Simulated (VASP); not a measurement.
Data:

```
CELL_PARAMETERS angstrom
      0.00000     2.89113     2.89113
      2.89113     0.00000     2.89113
      2.89113     2.89113     0.00000
ATOMIC_POSITIONS crystal
  Li 0.00000 0.00000 0.00000
  I  0.50000 0.50000 0.50000
```

The numbers are results of PBEsol GGA, VASP's PBE PAW potentials (set 64) (plane waves; VASP), not measurements. Settings: 520 eV cut-off, 8×8×8 Γ-centred mesh, Gaussian smearing of 0.050 eV, potentials Li_sv I.

**Question.** Give the stress tensor in GPa (positive for a compressed cell).

**Answer.** 
```
1.61  0.00  0.00
0.00  1.61  0.00
0.00  0.00  1.61
```
The pressure is its mean diagonal, 1.61 GPa.

The compound is LiI in the rock salt structure. This cell is one point of a volume scan, at 0.94 of the reference volume.
